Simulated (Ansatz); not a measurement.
The system is Pd.

```
CELL_PARAMETERS angstrom
0.00000 1.94650 1.94650
1.94650 0.00000 1.94650
1.94650 1.94650 0.00000
ATOMIC_POSITIONS crystal
Pd 0.00000 0.00000 0.00000
```

Base run:

| Quantity | Value |
| --- | --- |
| Program | Ansatz 0.2.0 |
| Functional | LDA |
| Potentials or basis | Ansatz PAW |
| Cutoff | 420 eV (not typed: the program's choice for these potentials) |
| k mesh | 9 × 9 × 9 |
| Occupations | fermi-dirac, width 0.05 eV |
| Spin | spin-orbit coupling, no magnetisation |

Its results: band gap on the k mesh none (metal or under the smearing width); pressure -8.6 GPa.

After a change of settings the same cell gave: band gap on the k mesh none (metal or under the smearing width); pressure 6.9 GPa. Which change was it?
A. functional from LDA to PBE
B. k mesh from 9 × 9 × 9 to 12 × 12 × 12; spin from spin-orbit coupling, no magnetisation to no spin polarisation; potential files from those of the base run to others of the same set
C. occupations from fermi-dirac, width 0.05 eV to gaussian, width 0.01 eV; spin from spin-orbit coupling, no magnetisation to non-collinear spin, ferromagnetic start; potential files from those of the base run to others of the same set

A.

PBE binds less tightly than LDA, so the same cell stands under more pressure.

Caveats: the PAW data sets come from PBE, with cores solved anew for the run's functional, which leaves a small shift of forces and pressure (some runs).
